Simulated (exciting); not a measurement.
# Zr (P6_3/mmc) in exciting: single point with PBE

Aim: the single point of Zr with PBE.

Program: exciting (release sodium). These are calculated values, not measurements. Logs are shortened: lines on timing, memory, paths and dates and some standing lists are left out, and cuts for length are marked.

## (1) Starting point

It takes space group P6_3/mmc (No. 194, hexagonal). Conventional cell: a = 3.232 Å, b = 3.232 Å, c = 5.147 Å, α = 90.00°, β = 90.00°, γ = 120.00°. Zr (site symmetry -6m2) is surrounded by 12 Zr at 3.18 to 3.23 Å.

## (2) Single point, PBE

File input.xml:

```xml
<input>
  <title>Zr</title>
  <structure speciespath="./" tshift="false">
    <crystal scale="1">
      <basevect>6.107594834790 0.000000000000 0.000000000000</basevect>
      <basevect>-3.053797417395 5.289332282892 0.000000000000</basevect>
      <basevect>0.000000000000 0.000000000000 9.726420363449</basevect>
    </crystal>
    <species speciesfile="Zr.xml" rmt="2.3">
      <atom coord="0.666666666700 0.333333333300 0.750000000000"/>
      <atom coord="0.333333333300 0.666666666700 0.250000000000"/>
    </species>
  </structure>
  <groundstate do="fromscratch" ngridk="9 9 5" rgkmax="9" gmaxvr="14" lmaxapw="10" lmaxmat="10" lmaxvr="8" xctype="GGA_PBE" stype="Gaussian" swidth="0.00040424" nempty="18" ValenceRelativity="iora*" epsengy="1e-05" epspot="1e-05" maxscl="60" tforce="true" outputlevel="low"/>
  <properties>
    <chargedensityplot>
      <plot3d>
        <box grid="17 17 26">
          <origin coord="0 0 0"/>
          <point coord="1 0 0"/>
          <point coord="0 1 0"/>
          <point coord="0 0 1"/>
        </box>
      </plot3d>
    </chargedensityplot>
    <elfplot>
      <plot3d>
        <box grid="17 17 26">
          <origin coord="0 0 0"/>
          <point coord="1 0 0"/>
          <point coord="0 1 0"/>
          <point coord="0 0 1"/>
        </box>
      </plot3d>
    </elfplot>
    <exccplot>
      <plot3d>
        <box grid="17 17 26">
          <origin coord="0 0 0"/>
          <point coord="1 0 0"/>
          <point coord="0 1 0"/>
          <point coord="0 0 1"/>
        </box>
      </plot3d>
    </exccplot>
  </properties>
</input>
```

Potentials or basis: all-electron LAPW+lo, shipped species files, valence relativity iora*.

Started as:

```bash
> OMP_NUM_THREADS=1 exciting_smp
```

INFO.OUT:

```text
================================================================================
EXCITING SODIUM started
[... 10 lines left out ...]

 Lattice vectors (cartesian) :
      6.1075948348      0.0000000000      0.0000000000
     -3.0537974174      5.2893322829      0.0000000000
      0.0000000000      0.0000000000      9.7264203634

 Reciprocal lattice vectors (cartesian) :
      1.0287495286      0.5939488173     -0.0000000000
      0.0000000000      1.1878976345      0.0000000000
      0.0000000000     -0.0000000000      0.6459915439

 Unit cell volume                           :     314.2129681901
 Brillouin zone volume                      :       0.7894334052

 Species :    1 (Zr)
     parameters loaded from                 :    Zr.xml
     name                                   :    zirconium

     atomic positions (lattice) :
       1 :   0.66666667  0.33333333  0.75000000
       2 :   0.33333333  0.66666667  0.25000000

 Total number of atoms per unit cell        :       2

 Spin treatment                             :    spin-unpolarised

 Number of Bravais lattice symmetries       :      24
 Number of crystal symmetries               :      12

 k-point grid                               :       9    9    5
 Total number of k-points                   :      50
 k-point set is reduced with crystal symmetries

 R^MT_min * |G+k|_max (rgkmax)              :       9.00000000

 G-vector grid sizes                        :      30    30    45
 Total number of G-vectors                  :   14593

 Total nuclear charge                       :     -80.00000000
 Total electronic charge                    :      80.00000000

 Number of empty states                     :      18
 Total number of valence states             :      31

 Exchange-correlation type                  :      20
     Perdew-Burke-Ernzerhof, Phys. Rev. Lett. 77, 3865 (1996)
     Generalised gradient approximation (GGA)

 Smearing scheme                            :    Gaussian
 Smearing width                             :       0.00040424

++++++++++++++++++++++++++++++++++++++++++++++++++++++++++++++++++++++++++++++++
+ Ending initialization                                                        +
++++++++++++++++++++++++++++++++++++++++++++++++++++++++++++++++++++++++++++++++

********************************************************************************
* Groundstate module started                                                   *
********************************************************************************
 Output level for this task is set to low

++++++++++++++++++++++++++++++++++++++++++++++++++++++++++++++++++++++++++++++++
[... 5 lines left out ...]
+ SCF iteration number :    1                                                  +
++++++++++++++++++++++++++++++++++++++++++++++++++++++++++++++++++++++++++++++++
 Total energy                               :     -7194.10389471
 _______________________________________________________________
 Fermi energy                               :         0.37041374
 DOS at Fermi energy (states/Ha/cell)       :       163.21868321
 Electron charge: Core leakage              :         0.00004934

++++++++++++++++++++++++++++++++++++++++++++++++++++++++++++++++++++++++++++++++
+ SCF iteration number :    2                                                  +
++++++++++++++++++++++++++++++++++++++++++++++++++++++++++++++++++++++++++++++++
 Total energy                               :     -7196.51496476
 _______________________________________________________________
 Fermi energy                               :         0.36986336
 DOS at Fermi energy (states/Ha/cell)       :       151.94978097
 Electron charge: Core leakage              :         0.00004865

 RMS change in effective potential (target) :  0.490857E-01  ( 0.100000E-04)
 Absolute change in total energy   (target) :   2.41107      ( 0.100000E-04)
 Charge distance                   (target) :  0.157115E-02  ( 0.100000E-04)
 Abs. change in max-nonIBS-force   (target) :  0.183505E-04  ( 0.500000E-04)

++++++++++++++++++++++++++++++++++++++++++++++++++++++++++++++++++++++++++++++++
+ SCF iteration number :    3                                                  +
++++++++++++++++++++++++++++++++++++++++++++++++++++++++++++++++++++++++++++++++
 Total energy                               :     -7197.81073152
 _______________________________________________________________
 Fermi energy                               :         0.36996647
 DOS at Fermi energy (states/Ha/cell)       :       143.91890429
 Electron charge: Core leakage              :         0.00004829

 RMS change in effective potential (target) :  0.339673E-01  ( 0.100000E-04)
 Absolute change in total energy   (target) :   1.29577      ( 0.100000E-04)
 Charge distance                   (target) :  0.100672E-02  ( 0.100000E-04)
 Abs. change in max-nonIBS-force   (target) :  0.894543E-04  ( 0.500000E-04)

++++++++++++++++++++++++++++++++++++++++++++++++++++++++++++++++++++++++++++++++
+ SCF iteration number :    4                                                  +
++++++++++++++++++++++++++++++++++++++++++++++++++++++++++++++++++++++++++++++++
 Total energy                               :     -7197.92801352
 _______________________________________________________________
 Fermi energy                               :         0.37382219
 DOS at Fermi energy (states/Ha/cell)       :       156.11035693
 Electron charge: Core leakage              :         0.00004817
[... 99 lines left out ...]
 RMS change in effective potential (target) :  0.299564E-07  ( 0.100000E-04)
 Absolute change in total energy   (target) :  0.133592E-04  ( 0.100000E-04)
 Charge distance                   (target) :  0.353298E-07  ( 0.100000E-04)
 Abs. change in max-nonIBS-force   (target) :  0.157536E-06  ( 0.500000E-04)

++++++++++++++++++++++++++++++++++++++++++++++++++++++++++++++++++++++++++++++++
+ SCF iteration number :   12                                                  +
++++++++++++++++++++++++++++++++++++++++++++++++++++++++++++++++++++++++++++++++
 Total energy                               :     -7198.43201350
 _______________________________________________________________
 Fermi energy                               :         0.37309086
 DOS at Fermi energy (states/Ha/cell)       :       151.08189553
 Electron charge: Core leakage              :         0.00004805

 RMS change in effective potential (target) :  0.782275E-08  ( 0.100000E-04)
 Absolute change in total energy   (target) :  0.415519E-05  ( 0.100000E-04)
 Charge distance                   (target) :  0.367557E-08  ( 0.100000E-04)
 Abs. change in max-nonIBS-force   (target) :  0.567990E-08  ( 0.500000E-04)

++++++++++++++++++++++++++++++++++++++++++++++++++++++++++++++++++++++++++++++++
+ SCF iteration number :   13                                                  +
++++++++++++++++++++++++++++++++++++++++++++++++++++++++++++++++++++++++++++++++
 Total energy                               :     -7198.43202231
 _______________________________________________________________
 Fermi energy                               :         0.37309088
 DOS at Fermi energy (states/Ha/cell)       :       151.08151338
 Electron charge: Core leakage              :         0.00004805

 RMS change in effective potential (target) :  0.472010E-07  ( 0.100000E-04)
 Absolute change in total energy   (target) :  0.880933E-05  ( 0.100000E-04)
 Charge distance                   (target) :  0.179959E-07  ( 0.100000E-04)
 Abs. change in max-nonIBS-force   (target) :  0.683134E-09  ( 0.500000E-04)

++++++++++++++++++++++++++++++++++++++++++++++++++++++++++++++++++++++++++++++++
| Convergency criteria checked for the last 2 iterations                       +
| Convergence targets achieved. Performing final SCF iteration                 +
++++++++++++++++++++++++++++++++++++++++++++++++++++++++++++++++++++++++++++++++
 Total energy                               :     -7198.43201272
 _______________________________________________________________
 Fermi energy                               :         0.37309086
 DOS at Fermi energy (states/Ha/cell)       :       151.08187740
 Electron charge: Core leakage              :         0.00004805

++++++++++++++++++++++++++++++++++++++++++++++++++++++++++++++++++++++++++++++++
+ Self-consistent loop stopped                                                 +
++++++++++++++++++++++++++++++++++++++++++++++++++++++++++++++++++++++++++++++++
 STATE.OUT is written

--------------------------------------------------------------------------------
- Writing atomic positions and forces                                          -
--------------------------------------------------------------------------------

 Atomic positions (lattice) :
 atom     1  Zr  :     0.66666667    0.33333333    0.75000000
 atom     2  Zr  :     0.33333333    0.66666667    0.25000000

 Total atomic forces including IBS (cartesian) :
 atom     1  Zr  :     0.00000000   -0.00000000   -0.00000304
 atom     2  Zr  :    -0.00000000    0.00000000    0.00000304

 Atomic force components including IBS (cartesian) :
 atom     1  Zr  :     0.00000000   -0.00000000   -0.00000615   HF force
                 :    -0.00000000    0.00000000    0.00000243   core correction
                 :     0.00000000    0.00000000    0.00000069   IBS correction
 atom     2  Zr  :    -0.00000000    0.00000000    0.00000615   HF force
                 :     0.00000000    0.00000000   -0.00000243   core correction
                 :     0.00000000   -0.00000000   -0.00000069   IBS correction

********************************************************************************
* Groundstate module stopped                                                   *
********************************************************************************

--------------------------------------------------------------------------------
- CAUTION! Warnings have been written in file WARNING.OUT !                    -
--------------------------------------------------------------------------------
================================================================================
| EXCITING SODIUM stopped                                                      =
================================================================================
```

Wall time 2 min (1 thread of Arm Neoverse V2, shared host); peak memory 0.13 GiB.

What came out:

```yaml
Free_energy: -195879.3142 eV
Band_gap_on_the_k_mesh: none (metal or under the smearing width)
```
